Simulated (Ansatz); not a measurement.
**How far is this LiCl from the hull?**

All numbers below come from DFT PBE, scalar-relativistic, plane waves, PAW (Ansatz 0.2.0). Settings: cutoff 420 eV, Γ-centred meshes spaced at most about 0.3 Å⁻¹ (2π included), Gaussian smearing. No spin polarisation.

Energies over the elements count from the elements' standard structures at the same level (Cl₂ as a molecule), with no fitted energy shifts.

All energies are static (0 K, no zero-point motion).

The competitors are the elements and 1 reference phase of this chemical system (from databases or known types: LiCl), relaxed at the same level; other known phases may be missing.

The candidate was reached from: 4-connected net, two elements alternating.

```xyz
8
Lattice="6.7880 0.0000 0.0000 0.0000 6.7880 0.0000 0.0000 0.0000 3.6019" Properties=species:S:1:pos:R:3 pbc="T T T"
Li    4.4944    4.4944    1.8009
Li    1.1004    5.6876    0.9005
Li    2.2936    2.2936    0.0000
Li    5.6876    1.1004    2.7014
Cl    5.6296    5.6296    0.0000
Cl    2.2356    4.5524    2.7014
Cl    1.1584    1.1584    1.8009
Cl    4.5524    2.2356    0.9005
```

Task: Is it stable, and against what?

Result: Not the lowest form: another structure of the same formula lies lower. Its formation energy is -1.821 eV/atom. The lowest competing phase at this composition is this:

```
phase       space group             source  share of atoms  ΔE_f (eV/atom)
 LiCl  P6_3mc (No. 186)  Materials Project          1.0000          -1.878
```

The candidate lies 57 meV/atom above this phase (56 meV/atom from unrounded values). The candidate matches no cell in the subsets of the Crystallography Open Database and the Materials Project at hand. Checks: unstable against strain, though with no imaginary mode on a 1×1×2 q mesh. So it is a saddle point, neither stable nor metastable. The Crystallography Open Database lists this formula in another space group (No. 225).
